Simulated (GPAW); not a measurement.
# PbO2 (Fm-3m) in GPAW: convergence with plane-wave cutoff (eV)

Aim: find how far plane-wave cutoff (eV) must go before the results for PbO2 settle, at RPBE. This setting moves, with any that are tied to it; all else stays.

Program: GPAW 26.7.0. These are calculated values, not measurements. Logs are shortened: lines on timing, memory, paths and dates and some standing lists are left out, and cuts for length are marked. The log counts tension as positive stress, the text compression.

### 1 Starting point

Symmetry: Fm-3m, No. 225, cubic system. Conventional cell: a = 5.404 Å, b = 5.404 Å, c = 5.404 Å, α = 90.00°, β = 90.00°, γ = 90.00°. Pb (site symmetry m-3m) has 8 O at 2.34 Å as nearest neighbours. O (site symmetry -43m) has 4 Pb at 2.34 Å as nearest neighbours.

The cell comes from a database or a generator and needn't be the stable form of this composition.

### 2 With plane-wave cutoff (eV) 300

Input file run.py:

```python
from ase.dft.bandgap import bandgap
from ase.io import read, write
from ase.units import GPa
from gpaw import GPAW, PW

atoms = read('POSCAR')

calc = GPAW(mode=PW(300),
            xc='RPBE',
            kpts={'size': (7, 7, 7), 'gamma': True},
            occupations={'name': 'fermi-dirac', 'width': 0.05},
            nbands=24,
            convergence={'density': 1e-05, 'energy': 1e-05},
            maxiter=100,
            txt='gpaw.txt')
atoms.calc = calc
energy = atoms.get_potential_energy()
forces = atoms.get_forces()
stress = atoms.get_stress()
calc.write('gs.gpw')
write('result.traj', atoms)
print(f'Energy: {energy:.6f} eV')
print('Forces (eV/A):')
print(forces.round(4))
print('Stress (GPa):', (stress / GPa).round(3))
print('Fermi level:', round(calc.get_fermi_level(), 4), 'eV')
print(f'Gap: {bandgap(calc)[0]:.4f} eV, direct: {bandgap(calc, direct=True)[0]:.4f} eV')
```

Input file POSCAR:

```
PbO2
1.0
    0.0000000000      2.7019920000      2.7019920000
    2.7019920000      0.0000000000      2.7019920000
    2.7019920000      2.7019920000      0.0000000000
Pb O
1 2
Direct
    0.0000000000      0.0000000000      0.0000000000
    0.7500000000      0.7500000000      0.7500000000
    0.2500000000      0.2500000000      0.2500000000
```

Potentials or basis: the program's PAW data sets (release 1.2.1) made for this functional, pw.

Run with:

```sh
> OMP_NUM_THREADS=1 python run.py
```

gpaw.txt:

```text
__  _  _
 | _ |_)|_||  |
 |__||  | ||/\| - 26.7.0

Input parameters:
  mode=PW(ecut=300.0),
  convergence={'density': 1e-05, 'energy': 1e-05},
  kpts=MonkhorstPack(size=(7, 7, 7), gamma=True),
  maxiter=100,
  nbands=24,
  occupations=Occupations(name='fermi-dirac', width=0.05),
  xc=XC(name='RPBE')

Diagonalizing LCAO Hamiltonian
Converting LCAO to pw mode

                    O

           O

       Pb

Atoms  # Å, Bohr magnetons
|   | symbol |        x |        y |        z |    initial magnetic moments |
|---|--------|----------|----------|----------|-----------------------------|
| 0 |     Pb | 0.000000 | 0.000000 | 0.000000 | ( 0.0000,  0.0000,  0.0000) |
| 1 |      O | 4.052988 | 4.052988 | 4.052988 | ( 0.0000,  0.0000,  0.0000) |
| 2 |      O | 1.350996 | 1.350996 | 1.350996 | ( 0.0000,  0.0000,  0.0000) |

Unit cell  # Å
| periodic |        x |        y |        z |  lengths |    angles |
|----------|----------|----------|----------|----------|-----------|
|      yes | 0.000000 | 2.701992 | 2.701992 | 3.821194 | 60.000000 |
|      yes | 2.701992 | 0.000000 | 2.701992 | 3.821194 | 60.000000 |
|      yes | 2.701992 | 2.701992 | 0.000000 | 3.821194 | 60.000000 |

Number of symmetries: 48
Symmetry operations  # r_c * U_cc + t_c -> r_c
|    | kind |            matrix            |
|----|------|------------------------------|
|  0 |  σ   |  1, 0, 0,  1, 0,-1,  1,-1, 0 |
|  1 |  C2  |  1, 0, 0,  1,-1, 0,  1, 0,-1 |
|  2 |  E   |  1, 0, 0,  0, 1, 0,  0, 0, 1 |
|  3 |  σ   |  1, 0, 0,  0, 0, 1,  0, 1, 0 |
|  4 |  C4  |  1, 0,-1,  1, 0, 0,  1,-1, 0 |
|  5 |  S6  |  1, 0,-1,  1,-1, 0,  1, 0, 0 |
|  6 |  σ   |  1, 0,-1,  0, 1,-1,  0, 0,-1 |
|  7 |  C3  |  1, 0,-1,  0, 0,-1,  0, 1,-1 |
|  8 |  S6  |  1,-1, 0,  1, 0, 0,  1, 0,-1 |
|  9 |  C4  |  1,-1, 0,  1, 0,-1,  1, 0, 0 |
| 10 |  C3  |  1,-1, 0,  0,-1, 1,  0,-1, 0 |
| 11 |  σ   |  1,-1, 0,  0,-1, 0,  0,-1, 1 |
| 12 |  σ   |  0, 1, 0,  1, 0, 0,  0, 0, 1 |
| 13 |  C4  |  0, 1, 0,  0, 1,-1, -1, 1, 0 |
| 14 |  C3  |  0, 1, 0,  0, 0, 1,  1, 0, 0 |
| 15 |  S6  |  0, 1, 0, -1, 1, 0,  0, 1,-1 |
| 16 |  C2  |  0, 1,-1,  1, 0,-1,  0, 0,-1 |
| 17 |  σ   |  0, 1,-1,  0, 1, 0, -1, 1, 0 |
| 18 |  S4  |  0, 1,-1,  0, 0,-1,  1, 0,-1 |
| 19 |  C4  |  0, 1,-1, -1, 1, 0,  0, 1, 0 |
| 20 |  C3  |  0, 0, 1,  1, 0, 0,  0, 1, 0 |
| 21 |  σ   |  0, 0, 1,  0, 1, 0,  1, 0, 0 |
| 22 |  S6  |  0, 0, 1,  0,-1, 1, -1, 0, 1 |
| 23 |  C4  |  0, 0, 1, -1, 0, 1,  0,-1, 1 |
| 24 |  S4  |  0, 0,-1,  1, 0,-1,  0, 1,-1 |
| 25 |  C3  |  0, 0,-1,  0, 1,-1,  1, 0,-1 |
| 26 |  C2  |  0, 0,-1,  0,-1, 0, -1, 0, 0 |
| 27 |  S6  |  0, 0,-1, -1, 0, 0,  0,-1, 0 |
| 28 |  S4  |  0,-1, 1,  1,-1, 0,  0,-1, 0 |
| 29 |  C4  |  0,-1, 1,  0, 0, 1, -1, 0, 1 |
| 30 |  C2  |  0,-1, 1,  0,-1, 0,  1,-1, 0 |
| 31 |  σ   |  0,-1, 1, -1, 0, 1,  0, 0, 1 |
| 32 |  C3  |  0,-1, 0,  1,-1, 0,  0,-1, 1 |
| 33 |  S6  |  0,-1, 0,  0, 0,-1, -1, 0, 0 |
| 34 |  S4  |  0,-1, 0,  0,-1, 1,  1,-1, 0 |
| 35 |  C2  |  0,-1, 0, -1, 0, 0,  0, 0,-1 |
| 36 |  C2  | -1, 1, 0,  0, 1, 0,  0, 1,-1 |
| 37 |  S6  | -1, 1, 0,  0, 1,-1,  0, 1, 0 |
| 38 |  S4  | -1, 1, 0, -1, 0, 1, -1, 0, 0 |
| 39 |  C3  | -1, 1, 0, -1, 0, 0, -1, 0, 1 |
| 40 |  S6  | -1, 0, 1,  0, 0, 1,  0,-1, 1 |
| 41 |  C2  | -1, 0, 1,  0,-1, 1,  0, 0, 1 |
| 42 |  C3  | -1, 0, 1, -1, 1, 0, -1, 0, 0 |
| 43 |  S4  | -1, 0, 1, -1, 0, 0, -1, 1, 0 |
| 44 |  C2  | -1, 0, 0,  0, 0,-1,  0,-1, 0 |
| 45 |  i   | -1, 0, 0,  0,-1, 0,  0, 0,-1 |
| 46 |  σ   | -1, 0, 0, -1, 1, 0, -1, 0, 1 |
| 47 |  C2  | -1, 0, 0, -1, 0, 1, -1, 1, 0 |

BZ-sampling:
  Number of BZ points: 343
  Number of IBZ points: 20

  Monkhorst-Pack size: [7, 7, 7]
  Monkhorst-Pack shift: [0, 0, 0]

K-points  # in reciprocal-cell coordinates
|     |                                coordinates |     weight |
|-----|--------------------------------------------|------------|
|   0 | (  0.00000000,   0.00000000,   0.00000000) | 0.00291545 |
|   1 | (  0.14285714,   0.14285714,   0.00000000) | 0.01749271 |
|   2 | (  0.14285714,   0.14285714,   0.14285714) | 0.02332362 |
|   3 | (  0.28571429,   0.14285714,   0.14285714) | 0.03498542 |
|   4 | (  0.28571429,   0.28571429,   0.00000000) | 0.01749271 |
|   5 | (  0.28571429,   0.28571429,   0.14285714) | 0.06997085 |
|   6 | (  0.28571429,   0.28571429,   0.28571429) | 0.02332362 |
|   7 | (  0.42857143,  -0.28571429,  -0.28571429) | 0.03498542 |
|   8 | (  0.42857143,   0.28571429,  -0.42857143) | 0.13994169 |
|   9 | (  0.42857143,   0.28571429,  -0.28571429) | 0.06997085 |
| ... |                                            |            |
|  19 | (  0.42857143,   0.42857143,   0.42857143) | 0.02332362 |

Plane wave coefficients: 483
Cutoff: 300.0 eV

Spin-components: 1 (collinear spins)
Bands:           24
Projectors:      16
Spin-degeneracy: 2
Datatype:        complex128

Parallelization:
  kpt:    1
  domain: 1
  band:   1

Density:
  Valence electrons: 26.0
  Components: 1
  Grid points: [16 16 16]
  Charge: 0.0  # |e|

Potential:
  Grid points: [16 16 16]

species:
  Pb:
    name:    Lead
    Z:       82.0
    valence: 14
    core:    68
    charge:  0.0  # [|e|]
    compensation charges:
      type: gauss
      rc: 0.38  # [Å]
      lmax: 2
    cutoffs:
      filter: 2.36  # [Å]
      core: 2.43  # [Å]
    projectors
    | kind |    occ | energy [eV] | rcut [Å] |
    |------|--------|-------------|----------|
    |   6s |  2.000 |     -11.900 |    1.259 |
    |   6p |  2.000 |      -3.434 |    1.275 |
    |   5d | 10.000 |     -21.207 |    1.217 |
    |    s |        |      15.312 |    1.259 |
    |    p |        |      23.777 |    1.275 |
    |    d |        |       6.004 |    1.217 |

    Using partial waves for Pb as LCAO basis

  O:
    name:    Oxygen
    Z:       8.0
    valence: 6
    core:    2
    charge:  0.0  # [|e|]
    compensation charges:
      type: gauss
      rc: 0.21  # [Å]
      lmax: 2
    cutoffs:
      filter: 1.17  # [Å]
      core: 0.83  # [Å]
    projectors
    | kind |    occ | energy [eV] | rcut [Å] |
    |------|--------|-------------|----------|
    |   2s |  2.000 |     -24.041 |    0.688 |
    |   2p |  4.000 |      -8.984 |    0.598 |
    |    s |        |       3.170 |    0.688 |
    |    p |        |      18.228 |    0.598 |
    |    d |        |       0.000 |    0.619 |

    Using partial waves for O as LCAO basis

Reference energy: -571375.982906  # eV

eigensolver:
  PPCG
  Converge bands: occupied
  niter=2

density mixing:
  MSR1-Mixer
  Pratt-step length: 0.05
  Maximum mixing coefficient: 0.75
  Old densities: 10
  SVD Regularization: 0.005
  Good broyden scale: 1.0
  Trust region scale: 1.0
  Backstep threshold: 4.0
  History deletion threshold: 6.0
  Fourier metric: weight=20.0, sigma=0.015

occupation numbers:
  Fermi-Dirac:
    width: 0.0500  # eV

poisson solver:
  ecut: 2400.0  # eV

xc functional:
  name: RPBE with 2 nearest neighbor stencil

convergence criteria:
[... 6 lines left out ...]
|iter     | |      energy | eigst |  dens |
|---------|-|-------------|-------|-------|
|iter:   1| |   -1.920255 | +0.28 |       |
|iter:   2| |   -1.765443 | -2.20 | -0.98 |
|iter:   3| |   -1.136198 | -1.73 | -1.01 |
|iter:   4| |   -1.092103 | -2.11 | -1.60 |
|iter:   5| |   -1.090095 | -3.61 | -2.32 |
|iter:   6| |   -1.091073 | -4.78 | -2.70 |
|iter:   7| |   -1.091126 | -6.14 | -3.44 |
|iter:   8| |   -1.091130c| -7.29 | -4.01 |
|iter:   9| |   -1.091129c| -8.27c| -4.59 |
|iter:  10| |   -1.091129c| -8.62c| -5.62c|

Converged in 10 steps
Energy contributions relative to reference atoms: (reference = -571375.982906)

Energy contributions:
  Kinetic:         -10.516525
  Coulomb:          24.069255
  Zero:             -0.023976
  External:          0.000000
  Xc:              -14.615374
  Entropy:          -0.009016
  Spinorbit:         0.000000
  ----------------------------
  Free energy:      -1.095637
  Extrapolated:     -1.091129

dipole moment: (-22.001285, -22.001285, -22.001285)  # |e|*Ang

Fermi level: 6.929
Eigenvalues  # (at kpt = [0.000, 0.000, 0.000])
| band index |      eig [eV] | occ [0-2] |
|------------|---------------|-----------|
|          0 |       -12.951 |     2.000 |
|        ... |               |           |
|          6 |        -8.661 |     2.000 |
|          7 |         3.623 |     2.000 |
|          8 |         5.244 |     2.000 |
|          9 |         5.248 |     2.000 |
|         10 |         5.248 |     2.000 |
|         11 |         5.343 |     2.000 |
[... 8 lines left out ...]
|         20 |        27.181 |     0.000 |
|         21 |        27.184 |     0.000 |
|        ... |               |           |
|         23 |        29.537 |     0.000 |

No gap
No difference between direct/indirect transitions

Forces  # eV/Ang
|        x |        y |        z |
|----------|----------|----------|
| -0.00000 |  0.00000 |  0.00000 |  # Pb   0
|  0.00000 |  0.00000 |  0.00000 |  # O    1
| -0.00000 | -0.00000 | -0.00000 |  # O    2

Stress tensor  # eV/Ang^3
|         x |         y |         z |
|-----------|-----------|-----------|
|  0.874724 |  0.000000 | -0.000000 |
|  0.000000 |  0.874724 | -0.000000 |
| -0.000000 | -0.000000 |  0.874724 |

# Writing to gs.gpw (mode='')
```

Run time: 7.1 s. Hardware: 1 thread of Arm Neoverse V1, shared host; peak memory 0.13 GiB.

Results:

| Property | Result |
| --- | --- |
| Free energy | -1.0956 eV |
| Pressure | -140.1 GPa |
| Band gap on the k mesh | none (metal or under the smearing width) |

### 3 With plane-wave cutoff (eV) 350

run.py: that of step 2 with these lines changed.

```diff
@@ -7,3 +7,3 @@
 
-calc = GPAW(mode=PW(300),
+calc = GPAW(mode=PW(350),
             xc='RPBE',
```

POSCAR is that of step 2.

Potentials or basis: the program's PAW data sets (release 1.2.1) made for this functional, pw.

Run with:

```sh
> OMP_NUM_THREADS=1 python run.py
```

It took 11 s on 1 thread of Arm Neoverse V1, shared host; peak memory 0.13 GiB.

What came out:

- Free energy: -7.6342 eV
- Pressure: -91.9 GPa
- Band gap on the k mesh: none (metal or under the smearing width)

### 4 With plane-wave cutoff (eV) 400

run.py: that of step 3 with these lines changed.

```diff
@@ -7,3 +7,3 @@
 
-calc = GPAW(mode=PW(350),
+calc = GPAW(mode=PW(400),
             xc='RPBE',
```

POSCAR is that of step 3.

Run with:

```sh
> OMP_NUM_THREADS=1 python run.py
```

Run time: 11 s. Hardware: 1 thread of Arm Neoverse V1, shared host; peak memory 0.13 GiB.

What came out:

| Item | Value |
| --- | --- |
| Free energy | -11.5382 eV |
| Pressure | -52.4 GPa |
| Band gap on the k mesh | none (metal or under the smearing width) |

### 5 With plane-wave cutoff (eV) 500

run.py: that of step 4 with these lines changed.

```diff
@@ -7,3 +7,3 @@
 
-calc = GPAW(mode=PW(400),
+calc = GPAW(mode=PW(500),
             xc='RPBE',
```

POSCAR is that of step 4.

Run with:

```sh
> OMP_NUM_THREADS=1 python run.py
```

It took 11 s on 1 thread of Arm Neoverse V1, shared host; peak memory 0.14 GiB.

What came out:

```yaml
Free_energy: -14.3299 eV
Pressure: -14.7 GPa
Band_gap_on_the_k_mesh: none (metal or under the smearing width)
```

### 6 With plane-wave cutoff (eV) 600

run.py: that of step 5 with these lines changed.

```diff
@@ -7,3 +7,3 @@
 
-calc = GPAW(mode=PW(500),
+calc = GPAW(mode=PW(600),
             xc='RPBE',
```

POSCAR is that of step 5.

Potentials or basis: the program's PAW data sets (release 1.2.1) made for this functional, pw.

Run with:

```sh
> OMP_NUM_THREADS=1 python run.py
```

Run time: 19 s. Hardware: 1 thread of Arm Neoverse V1, shared host; peak memory 0.16 GiB.

The run converged. Its results:

```
Free energy            : -15.0082 eV
Pressure               : -1.9 GPa
Band gap on the k mesh : none (metal or under the smearing width)
```

### 7 With plane-wave cutoff (eV) 700

run.py: that of step 6 with these lines changed.

```diff
@@ -7,3 +7,3 @@
 
-calc = GPAW(mode=PW(600),
+calc = GPAW(mode=PW(700),
             xc='RPBE',
```

POSCAR is that of step 6.

Run with:

```sh
> OMP_NUM_THREADS=1 python run.py
```

Run time: 20 s. Hardware: 1 thread of Arm Neoverse V1, shared host; peak memory 0.16 GiB.

Results (log left out):

| Item | Value |
| --- | --- |
| Free energy | -15.1448 eV |
| Pressure | 1.7 GPa |
| Band gap on the k mesh | none (metal or under the smearing width) |

### 8 With plane-wave cutoff (eV) 800

run.py: that of step 7 with these lines changed.

```diff
@@ -7,3 +7,3 @@
 
-calc = GPAW(mode=PW(700),
+calc = GPAW(mode=PW(800),
             xc='RPBE',
```

POSCAR is that of step 7.

Run with:

```sh
> OMP_NUM_THREADS=1 python run.py
```

Run time: 20 s. Hardware: 1 thread of Arm Neoverse V1, shared host; peak memory 0.17 GiB.

The run converged. Its results:

```yaml
Free_energy: -15.1671 eV
Pressure: 2.5 GPa
Band_gap_on_the_k_mesh: none (metal or under the smearing width)
```

### 9 With plane-wave cutoff (eV) 1000

run.py: that of step 8 with these lines changed.

```diff
@@ -7,3 +7,3 @@
 
-calc = GPAW(mode=PW(800),
+calc = GPAW(mode=PW(1000),
             xc='RPBE',
```

POSCAR is that of step 8.

Potentials or basis: the program's PAW data sets (release 1.2.1) made for this functional, pw.

Run with:

```sh
> OMP_NUM_THREADS=1 python run.py
```

Wall time 32 s (1 thread of Arm Neoverse V1, shared host); peak memory 0.19 GiB.

It converged, with:

```yaml
Free_energy: -15.1692 eV
Pressure: 2.6 GPa
Band_gap_on_the_k_mesh: none (metal or under the smearing width)
```

### 10 With plane-wave cutoff (eV) 1200

run.py: that of step 9 with these lines changed.

```diff
@@ -7,3 +7,3 @@
 
-calc = GPAW(mode=PW(1000),
+calc = GPAW(mode=PW(1200),
             xc='RPBE',
```

POSCAR is that of step 9.

Run with:

```sh
> OMP_NUM_THREADS=1 python run.py
```

Wall time 33 s (1 thread of Arm Neoverse V1, shared host); peak memory 0.22 GiB.

Results (log left out):

```yaml
Free_energy: -15.1701 eV
Pressure: 2.6 GPa
Band_gap_on_the_k_mesh: none (metal or under the smearing width)
```

### 11 Result

```
plane-wave cutoff (eV)  energy less the tightest run, at zero smearing (meV/atom)  pressure (GPa)  SCF cycles  CPU time (s)  peak memory (GiB)
                   300                                                    4692.26         -140.15          10           7.1               0.13
                   350                                                    2512.26          -91.91          10            11               0.13
                   400                                                    1210.77          -52.40          10            11               0.13
                   500                                                     280.08          -14.71          10            11               0.14
                   600                                                      53.96           -1.88          10            19               0.16
                   700                                                       8.42            1.65          10            20               0.16
                   800                                                       1.00            2.50          10            20               0.17
                  1000                                                       0.31            2.62          10            32               0.19
                  1200                                                       0.00            2.61          10            33               0.22
```

Against the tightest run, the energy stays within 1 meV/atom from 800 on; the pressure stays within 0.1 GPa from 1000 on. The tightest run that finished is the yardstick and may itself not be fully converged.
